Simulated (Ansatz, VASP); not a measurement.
## Ti in VASP and in Ansatz

```xyz
3
Lattice="4.5798 0.0000 0.0000 -2.2899 3.9662 0.0000 0.0000 0.0000 2.8314" Properties=species:S:1:pos:R:3 pbc="T T T"
Ti    0.0000    0.0000    0.0000
Ti    0.0000    2.6441    1.4157
Ti    2.2899    1.3221    1.4157
```

Alike in both runs: functional PBE; k mesh 12 × 12 × 14; occupations gaussian, width 0.1 eV; no spin polarisation.

Ansatz relaxed the structure, and its values are those at the end. VASP's run is a single point on that final structure, the one shown.

```csv
,VASP,Ansatz
version,VASP 6.6.1,Ansatz 0.2.0
potentials or method,"VASP PAW PBE potentials, release 64 (Ti_sv)","scalar-relativistic, plane waves, PAW"
plane-wave cutoff (eV),520,420
valence electrons in the cell,36,36
```

```csv
,VASP,Ansatz,Ansatz less VASP
gap on the k mesh at the Fermi level (eV),none,none,-
pressure (GPa),-0.4,0.0,+0.38
```

A gap of «none» marks a metal or a gap that the smearing closes. With one functional, cell and mesh, what is left measures potentials, basis and numerics.
